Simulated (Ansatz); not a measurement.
# ZrS2: the cost of one run

Computed with Ansatz 0.2.0 (DFT PBE+D3(BJ), scalar-relativistic, plane waves, PAW, unless a step's input says otherwise).

3 further runs of the same task are left out: 1 that didn't finish, 2 set aside as unsound or not needed.

## Step 1: The starting structure

Symmetry: P-3m1, No. 164, trigonal system. The conventional cell has a = 3.635 Å, b = 3.635 Å, c = 5.720 Å, α = 90.00°, β = 90.00°, γ = 120.00°. Zr (site symmetry -3m) is surrounded by 6 S at 2.56 Å. S (site symmetry 3m) has 3 Zr at 2.56 Å as nearest neighbours.

Structure file:

```xyz
3
Lattice="3.6351 0.0000 0.0000 -1.8176 3.1481 0.0000 0.0000 0.0000 5.7204" Properties=species:S:1:pos:R:3 pbc="T T T"
Zr    0.0000    0.0000    0.0000
S     1.8176    1.0494    4.2601
S     0.0000    2.0987    1.4603
```

It goes back to an entry of the Materials Project.

It is the result of an earlier relaxation at this level (volume 21.82 Å³/atom; gap on the mesh: 0.70 eV).

## Step 2: Tight relaxation for the response runs

Response runs need a geometry at rest under their own mesh and occupations; hence this stricter relaxation.

Input file input.yaml:

```yaml
crystal:
  lattice:
    - [3.6351095489, 0.0, 0.0]
    - [-1.8175547744, 3.1480972149, 0.0]
    - [0.0, 0.0, 5.7204026245]
  atoms:
    - { symbol: Zr, position: [0.0, 0.0, 0.0] }
    - { symbol: S, position: [0.6666666667, 0.3333333333, 0.7447288747] }
    - { symbol: S, position: [0.3333333333, 0.6666666667, 0.2552711253] }
basis:
  ecutwfc: 420
kpoints:
  mp_grid: { grid: [9, 9, 6] }
hamiltonian:
  xc: pbe
  dispersion: d3bj
scf:
  occupations: { method: fixed }
output:
  forces: true
  stress: true
  eigenvalues: true
relax:
  adjacent_minimum: "off"
  f_tol: 0.001
  max_steps: 60
  cell: { stress_tol: 0.01 }
```

Started as:

```bash
$ ansatz run input.yaml --threads 1 --pin off --max-ram 2560MiB --backend cpu --events-out ev --progress --plain --runs-dir out
```

Q: Estimate wall time and peak memory on 1 thread of Intel Xeon 6975P-C (Granite Rapids), shared host.

About 4.9 s, with a peak of 0.41 GiB.
